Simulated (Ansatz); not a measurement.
# Quadrupolar parameters in HfO₂

The cell is a structure deposited in the COD, ions relaxed with PBE at fixed cell.

```
CELL_PARAMETERS angstrom
5.11800 0.00000 0.00000
0.00000 5.18570 0.00000
-0.85866 0.00000 5.21387
ATOMIC_POSITIONS crystal
Hf 0.27670 0.04188 0.20813
Hf 0.72330 0.54188 0.29187
Hf 0.72330 0.95812 0.79187
Hf 0.27670 0.45812 0.70813
O 0.44655 0.75838 0.48027
O 0.55345 0.25838 0.01973
O 0.55345 0.24162 0.51973
O 0.44655 0.74162 0.98027
O 0.07264 0.33925 0.33895
O 0.92736 0.83925 0.16105
O 0.92736 0.66075 0.66105
O 0.07264 0.16075 0.83895
```

Atoms are numbered from 1 in the order listed; like atoms form one site, named after its first atom.

The numbers come from a DFT calculation in Ansatz (PBE, plane waves and PAW, scalar-relativistic, 420 eV cutoff, Γ-centred 4×4×4 k-points, Fermi–Dirac smearing 0.02 eV).

C_Q = eQV_zz/h, which is 24.18 MHz for Q = 1 b and V_zz = 10²¹ V/m²; η = (V_xx − V_yy)/V_zz. Directions are in the Cartesian axes of the cell vectors above, for the atom listed; none is given where the gradient is under 0.02 or η is above 0.95.

Q: Which values are expected at the nuclei?

A: 

```json
{"site": "Hf", "first atom": "1", "first shell": "7 O at 2.04–2.24 Å", "V_zz (10²¹ V/m²)": "12.69", "η": "0.15", "direction of V_zz (x, y, z)": "-0.47 0.03 0.88"}
{"site": "O5", "first atom": "5", "first shell": "4 Hf at 2.14–2.24 Å", "V_zz (10²¹ V/m²)": "1.07", "η": "1.00", "direction of V_zz (x, y, z)": "–"}
{"site": "O9", "first atom": "9", "first shell": "3 Hf at 2.04–2.15 Å", "V_zz (10²¹ V/m²)": "-1.32", "η": "0.88", "direction of V_zz (x, y, z)": "0.65 0.71 -0.26"}
```

At this cell the principal stresses reach 5 GPa in size with PBE, which can matter for small gradients. Without spin–orbit coupling the gradients at and beside Hf can be off by some per cent, at some sites by more. Where η is near 1 the sign of V_zz means little.
